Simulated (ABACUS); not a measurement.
Wanted: the native input for an ABACUS 3.10.1 run.

```yaml
Task: single point
Functional: PBE
Potentials_or_basis: PseudoDojo NC SR 0.4.1 PBE standard
Cutoff: 680 eV
Density_cutoff: 2721 eV
Basis: plane waves
k_mesh: 6 × 6 × 6
Occupations: fermi-dirac, width 0.05 eV
Spin: no spin polarisation
Radial_cutoff_of_the_potentials_pseudo_rcut: 10 bohr
SCF_threshold_on_the_density: 1e-08
Max_SCF_steps: 100
Eigensolver: dav
Mixing: broyden
Mixing_share: 0.7
Symmetry_key: 1
Bands: 9
```

Cs:

```
CELL_PARAMETERS angstrom
-3.12847 3.12847 3.12847
3.12847 -3.12847 3.12847
3.12847 3.12847 -3.12847
ATOMIC_POSITIONS crystal
Cs 0.00000 0.00000 0.00000
```

These files were run (other wordings do the same):

INPUT

```
INPUT_PARAMETERS
suffix              Cs
calculation         scf
basis_type          pw
pseudo_dir          ./
symmetry            1
dft_functional      pbe
ecutwfc             50
pseudo_rcut         10
nspin               1
nbands              9
ks_solver           dav
smearing_method     fd
smearing_sigma      0.00367493
scf_thr             1e-08
scf_nmax            100
mixing_type         broyden
mixing_beta         0.7
cal_force           1
cal_stress          1
kpar                4
```

STRU

```
ATOMIC_SPECIES
Cs 132.9055 Cs.upf

LATTICE_CONSTANT
1.8897261246

LATTICE_VECTORS
-3.1284650614 3.1284650614 3.1284650614
3.1284650614 -3.1284650614 3.1284650614
3.1284650614 3.1284650614 -3.1284650614

ATOMIC_POSITIONS
Direct

Cs
0.0
1
0.0000000000 0.0000000000 0.0000000000 1 1 1
```

KPT

```
K_POINTS
0
Gamma
6 6 6 0 0 0
```

Potentials or basis: PseudoDojo NC SR 0.4.1 PBE standard, plane waves.

Run with:

```sh
$ OMP_NUM_THREADS=1 mpirun -np 4 abacus > log
```

Results of the run:

| Quantity | Value |
| --- | --- |
| Pressure | -0.1 GPa |
| Band gap on the k mesh | none (metal or under the smearing width) |

Run time: 2.5 s on 4 MPI ranks on AMD EPYC 9R45 96-Core Processor (Zen 5) (shared host), peak memory 0.36 GiB a rank.
